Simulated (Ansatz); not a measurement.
BaSnO₃:
```cif
data_BaO3Sn
_chemical_formula_sum 'Ba1 Sn1 O3'
_space_group_name_H-M_alt 'Pm-3m'
_space_group_IT_number 221
_space_group_name_Hall '-P 4 2 3'
_cell_length_a 4.17599
_cell_length_b 4.17599
_cell_length_c 4.17599
_cell_angle_alpha 90.000
_cell_angle_beta 90.000
_cell_angle_gamma 90.000
loop_
_atom_site_label
_atom_site_type_symbol
_atom_site_symmetry_multiplicity
_atom_site_Wyckoff_symbol
_atom_site_fract_x
_atom_site_fract_y
_atom_site_fract_z
_atom_site_occupancy
Ba1 Ba 1 b 0.50000 0.50000 0.50000 1
Sn1 Sn 1 a 0.00000 0.00000 0.00000 1
O1 O 3 d 0.00000 0.00000 0.50000 1
```

Relaxed with PBE.

Q: Give the optical modes at the zone centre with their infrared activity from DFPT, the program Ansatz at the PBE level (PAW).

A: Transverse frequencies, without the LO–TO term; a row sums one degenerate level.

```json
[
 {"ω (cm⁻¹)": "114", "degeneracy": "3", "IR ((D/Å)²/amu)": "11.84", "activity": "IR", "symmetry": "T1u"},
 {"ω (cm⁻¹)": "194", "degeneracy": "3", "IR ((D/Å)²/amu)": "0.00", "activity": "IR-inactive", "symmetry": "T2u"},
 {"ω (cm⁻¹)": "214", "degeneracy": "3", "IR ((D/Å)²/amu)": "42.61", "activity": "IR", "symmetry": "T1u"},
 {"ω (cm⁻¹)": "568", "degeneracy": "3", "IR ((D/Å)²/amu)": "46.18", "activity": "IR", "symmetry": "T1u"}
]
```

Q: How high does the top mode go among those that the LO–TO term moves?

A: 662 cm⁻¹ for q along x.

Symmetry was held in the PBE relaxation. At this level the phase is dynamically unstable (imaginary phonons). Scalar-relativistic: spin–orbit coupling is off unless named, which matters more the heavier the elements.

Potentials: the later of the program's two PAW sets.
